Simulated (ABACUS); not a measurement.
## Sc under changes of volume

One of the cells (25.002 Å³/atom); the others are scaled copies at fixed shape and fractional positions:

```
Sc
1.0
     3.30900    0.00000    0.00000
    -1.65450    2.86568    0.00000
     0.00000    0.00000    5.27330
Sc
2
Direct
  0.66667 0.33333 0.75000
  0.33333 0.66667 0.25000
```

| Quantity | Value |
| --- | --- |
| Program | ABACUS 3.10.1 |
| Functional | PBE |
| Potentials or basis | PseudoDojo NC SR 0.4.1 PBE standard |
| Cutoff | 1361 eV |
| Density cutoff | 5442 eV |
| Basis | DZP LCAO (the cutoffs set its grid) |
| k mesh | 9 × 9 × 5 |
| Occupations | fermi-dirac, width 0.05 eV |
| Spin | no spin polarisation |

```csv
volume (Å³/atom),energy over the lowest point (meV/atom),pressure (GPa)
23.502,?,?
24.002,4.11,1.9
24.502,0.25,0.7
25.002,0.00,-0.4
25.502,3.11,-1.5
26.002,9.23,-2.4
26.502,18.23,-3.2
```

Task: What does the run at 23.502 Å³/atom give?

Result: Energy over the lowest point 11.98 meV/atom; pressure 3.2 GPa.

Worked out: A Birch-Murnaghan fit of order 3 (a polynomial in V^(-2/3)) to the other rows has its minimum at 24.79 Å³/atom with B0 = V·E''(V) = 55 GPa and B' = 3.1 at fixed shape and positions, which overstates the stiffness. It gives 11.89 meV/atom at 23.502 Å³/atom, against the run's 11.98, and -dE/dV = 3.2 GPa, against 3.2.

Energies are extrapolated to zero smearing.

Caveats: the atomic orbitals were generated for these runs and aren't a published set; the basis of atomic orbitals isn't converged, which shifts pressures, moduli and gaps.
